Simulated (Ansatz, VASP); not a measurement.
**Rb: VASP beside Ansatz**

```
Rb
1.0
     2.53818   -4.44472    0.00000
     2.53818    4.44472    0.00000
     0.00000    0.00000    8.44800
Rb
2
Cartesian
  2.5382 -3.0198 6.3360
  2.5382 3.0198 2.1120
```

This isn't the form of Rb at room conditions, which is bcc.

Alike in both runs: task relaxation of cell and atoms; functional PBEsol; k mesh 10 × 10 × 6; occupations gaussian, width 0.1 eV; no spin polarisation.

|  | VASP | Ansatz |
| --- | --- | --- |
| version | VASP 6.6.1 | Ansatz 0.2.0 |
| potentials or method | VASP PAW PBE potentials, release 64 (Rb_sv) | scalar-relativistic, plane waves, PAW |
| plane-wave cutoff (eV) | 600 | 420 |
| valence electrons in the cell | 18 | 18 |

Ansatz gave:

| Property | Result |
| --- | --- |
| gap on the k mesh at the Fermi level, each at its own relaxed structure (eV) | none |
| relaxed volume (Å³/atom) | 86.55 |
| relaxed cell length with the largest relative difference (Å) | 4.997 |
| energy change over the relaxation (meV/atom) | -7 |

Question: Estimate VASP's values.

Answer: gap on the k mesh at the Fermi level, each at its own relaxed structure (eV): none; relaxed volume (Å³/atom): 86.49; relaxed cell length with the largest relative difference (Å): 5.002; energy change over the relaxation (meV/atom): -7.

A gap of «none» marks a metal or a gap that the smearing closes.

Caveats: the PAW data sets were made with another functional, which shifts forces and pressure a little (VASP).
